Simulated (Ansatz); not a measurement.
Here is the system:

```xyz
2
Lattice="4.4700 0.0000 0.0000 0.0000 4.4700 0.0000 2.2350 -2.2350 2.9517" Properties=species:S:1:pos:R:3 pbc="T T T"
Br     0.0000     0.0000     0.0000
Na     2.2350     2.2350     0.0000
```

No spin polarisation.

Level of theory: PBE (Ansatz, an electronic-structure program; PAW; 420 eV plane waves; no SOC). Γ-centred 10×10×10 mesh, Fermi–Dirac width 0.05 eV.

Task: Predict the electron mass and pressure.

Result: The electron mass is 0.33 mₑ (at Γ) and the pressure (mean of the normal stresses, compression positive) is -0.97 GPa.

The levels and masses belong to the bands next to the band gap. The cells carry an imposed strain or load. Masses are band curvatures over ±0.01 Å⁻¹ around the edge. Whether these cells are dynamically stable was not tested. The cell was made from NaBr in the rock salt structure (space group Fm-3m, No. 225) by this change: biaxial strain +4.73 %, plane normal [001], relaxed out of plane.
